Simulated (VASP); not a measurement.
BAs, 2 atoms in the cell. Symmetry: F-43m, No. 216, cubic system. The conventional cell has a = 4.775 Å, b = 4.775 Å, c = 4.775 Å, α = 90.00°, β = 90.00°, γ = 90.00°. B (site symmetry -43m) has 4 As at 2.07 Å as nearest neighbours. Around As (site symmetry -43m) lie 4 B at 2.07 Å. The cell was built by a generator and needn't be a form met in nature.

| Item | Value |
| --- | --- |
| Program | VASP 6.6.1 |
| Task | single point |
| Functional | PBEsol |
| Potentials or basis | VASP PAW PBE potentials, release 64 (B, As) |
| Cutoff | 520 eV |
| k mesh | 4 × 4 × 4 |
| Occupations | gaussian, width 0.01 eV |
| Spin | no spin polarisation |
| Dipole correction | no |
| Further INCAR settings | ALGO = Normal; EDIFF = 1e-07; NBANDS = 11 |

Potentials or basis: VASP PAW PBE potentials, release 64 (B, As).

The run is started by

```bash
$ cat potpaw_PBE.64/B/POTCAR potpaw_PBE.64/As/POTCAR > POTCAR
$ mpirun -np 1 vasp_std > vasp.out
```

Hardware: 1 thread of AMD EPYC 7R43 64-Core Processor (Zen 3), with other jobs on the host.

Task: How long does it take, and how much memory?

Result: Run time: 8.2 s on 1 thread of AMD EPYC 7R43 64-Core Processor (Zen 3) (shared host), peak memory 0.12 GiB. Counts: scf iterations 13, k points 8.
